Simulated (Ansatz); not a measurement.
Input and output of a one-shot G0W0 calculation on AlAs built on the zincblende prototype (the PAW code Ansatz, G0W0@PBE with 190 empty bands, a screening cutoff of 150 eV and a 4×4×4 mesh). The cell was relaxed with r2SCAN and then strained, so it isn't that functional's minimum.

Input (YAML):
```yaml
crystal:
  lattice:
    - [0.0, 2.8389246377, 2.8389246377]
    - [2.8389246377, 0.0, 2.8389246377]
    - [2.8389246377, 2.8389246377, 0.0]
  atoms:
    - { symbol: Al, position: [0.0, 0.0, 0.0] }
    - { symbol: As, position: [0.25, 0.25, 0.25] }
kpoints:
  mp_grid: { grid: [4, 4, 4] }
hamiltonian:
  xc: pbe
scf:
  occupations: { method: fixed }
gw:
  n_empty_bands: 190
  ecut_chi: 150
  qp_bands: [v2, c2]
  qp_kpoints: band_edges
  screening: { model: contour_deformation }
```

It took 5.8 s on 1 × NVIDIA H100 80GB HBM3 with 2 threads of AMD EPYC 7R13 Processor (Zen 3), with other jobs on the host, load about 1.5 per core; peak host memory 1.4 GiB.

Main lines of the log:
```
Functional definition: PBE
Crystal: 2 atoms, lattice volume = 45.761 Å³
Basis set: ecut = 420 eV, 893 PW (Γ)
Bands: 13, of which v1, the nominal top of the filled ones, is band 9 counted from 1 (8 counted from 0)
Symmetry: 24 space group operations
Space group: F-43m (ITA 216)
k-points: 8 of 64 (time reversal used)
SCF 1 converged in 7 iterations: F = -5394.493107 eV  dr2 = 4.35e-11
SCF converged after 7 iterations
Free energy (F): -5394.493107 eV
Fermi energy:    6.308047 eV
--- Per-component energies (eV) ---
  E_band       = -266.660393
  E_kinetic    = 126.973146
  E_local      = -2121.920756
  E_nonlocal   = -659.995270
  E_hartree    = 1134.642212
  E_xc         = -119.049990
  E_vxc        = -108.388134
  E_paw        = -2303.179440
  E_vpaw       = 227.386108
  E_ewald      = -1451.963017
--- G₀W₀: contour deformation, 7 samples at zero and on the imaginary axis and 2 off it, 64 q-points, 190 empty bands' worth ---
    ik  band        ε_KS         Σx   Σc(E_QP)       V_xc       Z   E_QP_lin       E_QP  E_QP is
     0     8      6.3080   -15.9476     1.3333   -13.9118  0.7685     5.5992     5.6056  root
     0     9      6.3080   -15.9476     1.3333   -13.9118  0.7685     5.5992     5.6056  root
     0    10      8.2841    -9.3235    -4.1793   -13.7884  0.7793     8.5707     8.5697  root
     0    11     10.5681    -6.5570    -4.4390   -11.1574  0.7624    10.7299    10.7294  root
     1     8      5.8325   -15.7730     1.4550   -13.6058  0.7648     5.1132     5.1202  root
     1     9      5.8325   -15.7730     1.4550   -13.6058  0.7648     5.1132     5.1202  root
     1    10      8.8759    -7.8245    -4.1409   -12.1548  0.7767     9.0658     9.0654  root
     1    11     11.1898    -6.3153    -4.6150   -11.0732  0.7537    11.3331    11.3326  root
     2     8      5.4888   -15.8185     1.6043   -13.4839  0.7614     4.7506     4.7585  root
     2     9      5.4888   -15.8185     1.6043   -13.4839  0.7614     4.7506     4.7585  root
     2    10      8.4059    -7.7792    -4.0026   -11.9443  0.7799     8.5687     8.5684  root
     2    11     10.9667    -5.7102    -4.5075   -10.3250  0.7619    11.0742    11.0740  root
     3     8      4.9768   -15.3894     1.7188   -12.9309  0.7571     4.2282     4.2371  root
     3     9      4.9768   -15.3894     1.7188   -12.9309  0.7571     4.2282     4.2371  root
     3    10      8.8769    -6.0718    -4.0149   -10.1296  0.7789     8.9198     8.9198  root
     3    11     10.0510    -6.7253    -4.2915   -11.1178  0.7722    10.1521    10.1519  root
     4     8      3.6016   -14.8552     2.1072   -12.0078  0.7385     2.8494     2.8615  root
     4     9      4.7063   -15.4688     1.8462   -12.8696  0.7536     3.9435     3.9533  root
     4    10      8.8555    -5.9554    -4.0108    -9.9888  0.7811     8.8782     8.8782  root
     4    11     11.4443    -6.8121    -4.5837   -11.4820  0.7539    11.5306    11.5304  root
     6     8      4.1525   -15.4387     2.0847   -12.5815  0.7459     3.3679     3.3801  root
     6     9      4.1525   -15.4387     2.0847   -12.5815  0.7459     3.3679     3.3801  root
     6    10      7.7442    -5.3435    -3.7848    -9.0706  0.7874     7.6866     7.6866  root
     6    11      8.5909    -6.3777    -3.8571   -10.2735  0.7840     8.6296     8.6295  root
```

The points are ik 0 = (0, 0, 0) (Γ), ik 1 = (0, 0, 1/4), ik 2 = (0, 0, -1/2) (L), ik 3 = (0, 1/4, 1/4), ik 4 = (0, 1/4, -1/2), ik 6 = (0, -1/2, -1/2) (X); band 9 is the last filled one.

The quasiparticle gap on this mesh is 2.08 eV (Γ to X), against 1.44 eV from PBE: +0.64 eV. Renormalisation factors Z lie between 0.74 and 0.79. G0W0 values are finite-basis, finite-mesh values.

Spin-unpolarised throughout; all numbers are computed.

Spin-orbit coupling is left out.
